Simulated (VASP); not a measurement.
Input of a VASP 6.6.1 run:

Contents of POSCAR:

```
Sn
1.0
    0.0000000000      3.2333428000      3.2333428000
    3.2333428000      0.0000000000      3.2333428000
    3.2333428000      3.2333428000      0.0000000000
Sn
2
Direct
    0.7500000000      0.7500000000      0.7500000000
    0.5000000000      0.5000000000      0.5000000000
```

INCAR.step1

```
SYSTEM = Sn
PREC = Accurate
ENCUT = 600
EDIFF = 1E-8
ISMEAR = -1
SIGMA = 0.1
LREAL = .False.
LASPH = .True.
NELM = 100
ALGO = Normal
ISIF = 3
LWAVE = .False.
LCHARG = .False.
IBRION = 2
NSW = 40
EDIFFG = -0.002
```

INCAR.step2

```
SYSTEM = Sn
PREC = Accurate
ENCUT = 600
EDIFF = 1E-8
ISMEAR = -1
SIGMA = 0.1
LREAL = .False.
LASPH = .True.
NELM = 100
ALGO = Normal
ISIF = 2
LWAVE = .False.
LCHARG = .False.
IBRION = 8
NSW = 1
```

Contents of KPOINTS:

```
regular mesh
0
Gamma
  5 5 5
  0 0 0
```

Potentials or basis: VASP PAW LDA potentials, release 64 (Sn_d).

The run is started by

```console
$ cat potpaw_LDA.64/Sn_d/POTCAR > POTCAR
$ cp INCAR.step1 INCAR
$ mpirun -np 1 vasp_std > vasp.out
$ cp CONTCAR POSCAR
$ cp INCAR.step2 INCAR
$ mpirun -np 1 vasp_std > vasp.out
```

Question: Predict the highest phonon frequency at Γ.

Answer: 184 cm⁻¹.

Question: What does it give for the space group after relaxing (to 0.05 Å)?

Answer: Fd-3m (No. 227).

Question: Predict the relaxed cell.

Answer: a = 4.587 Å, b = 4.587 Å, c = 4.587 Å, α = 60.00°, β = 60.00°, γ = 60.00°.

Question: What does it give for the relaxed volume?

Answer: 34.13 Å³/atom.

Final structure:
```yaml
crystal:
  lattice:
    - [0.00000, 3.24371, 3.24371]
    - [3.24371, 0.00000, 3.24371]
    - [3.24371, 3.24371, 0.00000]
  atoms:
    - { symbol: Sn, position: [0.75000, 0.75000, 0.75000] }
    - { symbol: Sn, position: [0.50000, 0.50000, 0.50000] }
```
